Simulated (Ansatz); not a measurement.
Geometry optimisation, DFT PBEsol, scalar-relativistic, plane waves, PAW (Ansatz 0.2.0).

Input file:

```yaml
crystal:
  lattice:
    - [5.889068, 0.0, 0.0]
    - [0.0, 5.3272, 0.0]
    - [0.0, 0.0, 15.7566]
  atoms:
    - { symbol: Si, position: [0.0, 0.0, 0.0634655] }
    - { symbol: Si, position: [0.5, 0.25, 0.0634655] }
    - { symbol: O, position: [0.0, 0.0, 0.1784691] }
    - { symbol: O, position: [0.1923, 0.25, 0.0634655] }
    - { symbol: O, position: [0.5, 0.0, 0.1353381] }
    - { symbol: O, position: [0.8077, 0.25, 0.0634655] }
    - { symbol: Si, position: [0.5, 0.0, 0.2503417] }
    - { symbol: Si, position: [0.0, 0.25, 0.2503417] }
    - { symbol: O, position: [0.5, 0.0, 0.3653453] }
    - { symbol: O, position: [0.6923, 0.25, 0.2503417] }
    - { symbol: O, position: [0.0, 0.0, 0.3222143] }
    - { symbol: O, position: [0.3077, 0.25, 0.2503417] }
    - { symbol: Si, position: [0.0, 0.5, 0.0634655] }
    - { symbol: Si, position: [0.5, 0.75, 0.0634655] }
    - { symbol: O, position: [0.0, 0.5, 0.1784691] }
    - { symbol: O, position: [0.1923, 0.75, 0.0634655] }
    - { symbol: O, position: [0.5, 0.5, 0.1353381] }
    - { symbol: O, position: [0.8077, 0.75, 0.0634655] }
    - { symbol: Si, position: [0.5, 0.5, 0.2503417] }
    - { symbol: Si, position: [0.0, 0.75, 0.2503417] }
    - { symbol: O, position: [0.5, 0.5, 0.3653453] }
    - { symbol: O, position: [0.6923, 0.75, 0.2503417] }
    - { symbol: O, position: [0.0, 0.5, 0.3222143] }
    - { symbol: O, position: [0.3077, 0.75, 0.2503417] }
    - { symbol: O, position: [0.3467084, 0.6741458, 0.3913662], spin: 1.0 }
magnetization:
  spin_polarized: true
basis:
  ecutwfc: 420.0
kpoints:
  mp_grid: { grid: [2, 2, 1] }
hamiltonian:
  xc: pbesol
  pseudopotentials: { kind: paw, azcp: { folder: soft_1 } }
scf:
  occupations: { method: gaussian, width: 0.05 }
  lower_state_search: "off"
relax:
  f_tol: 0.03
  max_steps: 60
  adjacent_minimum: "off"
  constraints: [{ sites: [0, 1, 3, 5, 12, 13, 15, 17] }]
```

Launched with:

```bash
$ ansatz run input.yaml --threads 2 --pin off --max-ram 5120MiB --backend cpu --events-out ev --progress --plain --runs-dir out
```

Q: Where does it end, and by what steps?

A: It converged. The force dipped under the threshold on the way, but the program's further checks kept it going. Limits of this set-up: coarse k mesh, thin slab, slab without dipole correction, PAW files made for another functional. After 9 steps the energy has fallen by 3.111 eV; O25 moved furthest, 1.03 Å. Joined: O9–O25 (2.00 → 1.36 Å).

```
step  energy less start (eV)  largest force component (eV/Å)  accepted
   0                  0.0000                           4.907       yes
   1                 -1.0978                           3.899       yes
   2                 -2.4100                           2.181       yes
   3                 -2.9416                           0.740       yes
   4                 -3.0496                           0.602       yes
   5                 -3.1019                           0.244       yes
   6                 -3.0943                           0.767        no
   7                 -3.1096                           0.092       yes
   8                 -3.1113                           0.014       yes
   9                 -3.1113                           0.014       yes
```

```xyz
25
Lattice="5.8891 0.0000 0.0000 0.0000 5.3272 0.0000 0.0000 0.0000 15.7566" Properties=species:S:1:pos:R:3
Si 0.000 0.000 1.000
Si 2.945 1.332 1.000
O 0.000 0.009 2.730
O 1.132 1.332 1.000
O 2.944 0.008 2.099
O 4.757 1.332 1.000
Si 2.945 -0.015 4.016
Si 0.000 1.332 4.096
O 2.943 -0.147 5.834
O 4.056 1.332 4.006
O 0.000 -0.014 5.074
O 1.833 1.332 4.005
Si 0.000 2.664 1.000
Si 2.945 3.995 1.000
O 0.000 2.655 2.730
O 1.132 3.995 1.000
O 2.945 2.655 2.099
O 4.757 3.995 1.000
Si 2.945 2.678 4.015
Si 0.000 3.995 4.053
O 2.946 2.809 5.833
O 4.074 3.996 3.895
O 0.000 2.677 5.074
O 1.815 3.995 3.895
O 2.936 3.994 6.495
```

Run time: 110 s on 2 threads of Intel(R) Xeon(R) Platinum 8488C (Sapphire Rapids), with other jobs on the host, peak memory 1 GiB.
